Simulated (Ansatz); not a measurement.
C: energy above lowest point against volume scale

Free energy against uniform scaling of the volume at fixed shape and fractions; periodic cell, basis, potentials, k mesh and filling as listed. The results are calculated, by Ansatz 0.2.0.

The cell before it is scaled or strained (space group C2/m, No. 12):
```
C
1.0
      2.1344    -1.2324     0.0000
      2.1344     1.2324     0.0000
     -1.3837     0.0000     3.5145
C
2
Direct
  0.83336 0.83336 0.00009
  0.16664 0.16664 0.99991
```

Settings of every row: functional PBEsol; dispersion none; potentials PAW; wave cutoff 489.8 eV; density cutoff 1959.2 eV; k mesh 14x14x8; k shift 0x0x0; occupations fermi dirac; smearing width 0.1 eV; spin none; SCF threshold exponent -9.

Limits: a layered crystal: even scaling strains the bonds within the layers, so this curve is stiffer than the crystal under pressure; the cell comes from a prototype or a list of computed structures and needn't be the stable phase.

```
row  volume scale  V (Å³/atom)  energy above lowest point (meV/atom)
  1        0.9406        8.696                                  23.4
  2        0.9703         8.97                                     4
  3             1        9.245                                     0
  4        1.0297        9.519                                     ?
  5        1.0594        9.794                                  30.5
```

Question: what energy above lowest point should row 4 give?

Worked fit of energy above lowest point. Take u = (V_r/V)^(2/3) − 1 with V_r = 9.1075 Å³ an atom, which is twice the finite (Eulerian) strain; such expansions in the strain, on which the Birch-Murnaghan equation of state is built, carry the rest volume and the bulk modulus. The shown rows have u = 0.0313, 0.01019, -0.00994, -0.04729. Least squares give energy above lowest point = 0.19 + 191.2 × u + 17595 × u² meV/atom; a straight line predicts inner rows, each left out in turn, worse (root mean square 17 against 0.07 meV/atom). All shown rows lie on it to the printed digit. Its lowest point lies at u = -0.0054, or V = 9.182 Å³ an atom, and the curvature there gives the bulk modulus at fixed shape and fractions, B = (4/9)(1 + u)² E″(u)/V = 270 GPa. Letting shape and atoms relax would as a rule lower it, by much in layered, chain or molecular crystals. The withheld row has u = -0.02903, so the fit gives 0.19 + 191.2 × (-0.02903) + 17595 × (-0.02903)² = 9.5 meV/atom.

The calculation gave 9.4 meV/atom. The fit lies 0.1 meV/atom (0.33 % of the column's range) above it, one unit of the last digit.
